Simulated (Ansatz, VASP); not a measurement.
**Au in VASP and in Ansatz**

```
CELL_PARAMETERS angstrom
2.69404 0.00000 0.00000
0.00000 2.69404 0.00000
0.00000 0.00000 2.69404
ATOMIC_POSITIONS crystal
Au 0.00000 0.00000 0.00000
```

Alike in both runs: functional PBEsol; k mesh 14 × 14 × 14; occupations fermi-dirac, width 0.08 eV; no spin polarisation.

Ansatz relaxed the structure, and its values are those at the end. VASP's run is a single point on that final structure, the one shown.

|  | VASP | Ansatz |
| --- | --- | --- |
| version | VASP 6.6.1 | Ansatz 0.2.0 |
| potentials or method | VASP PAW PBE potentials, release 64 (Au) | PAW with Ansatz's default frozen-core files, scalar-relativistic |
| plane-wave cutoff (eV) | 520 | 420 |
| valence electrons in the cell | 11 | 19 |

Ansatz gave:

| Item | Value |
| --- | --- |
| pressure (GPa) | 0.0 |

Q: Estimate VASP's values.

A: Pressure (GPa): -0.2.

The two sets of potentials don't hold the same shells in valence.

Caveats: the PAW data sets were made with another functional, which shifts forces and pressure a little (VASP). Spin-orbit coupling is left out, which matters for the levels of Au.
